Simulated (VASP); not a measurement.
# Si: single point with r2SCAN

The system is Si.

```xyz
2
Lattice="0.0000 2.7155 2.7155 2.7155 0.0000 2.7155 2.7155 2.7155 0.0000" Properties=species:S:1:pos:R:3 pbc="T T T"
Si    2.7155    2.7155    2.7155
Si    4.0732    4.0732    4.0732
```

```
Program                : VASP 6.6.1
Task                   : single point
Functional             : r2SCAN
Potentials or basis    : VASP PAW PBE potentials, release 64 (Si)
Cutoff                 : 520 eV
k mesh                 : 11 × 11 × 11
Occupations            : fermi-dirac, width 0.08 eV
Spin                   : no spin polarisation
Dipole correction      : no
Further INCAR settings : ALGO = Normal; EDIFF = 1e-06; NBANDS = 11
```

```
Pressure               : 0.5 GPa
Band gap on the k mesh : 0.80 eV, indirect (least direct gap 2.76 eV)
```

Levels at points of the mesh, in eV from the valence-band top:
| k point | band 2 | band 3 | band 4 | band 5 | band 6 | band 7 |
| --- | --- | --- | --- | --- | --- | --- |
| (0.00, 0.00, 0.00) | 0.00 | 0.00 | 0.00 | 2.76 | 2.76 | 2.76 |

It took 51 s on 1 thread of AMD EPYC 9R45 96-Core Processor (Zen 5), on a shared host, peak memory 0.14 GiB.

Caveat: the PAW data sets were made with another functional, which shifts forces and pressure a little; an odd mesh through Γ misses points on the zone boundary, where band edges often lie.
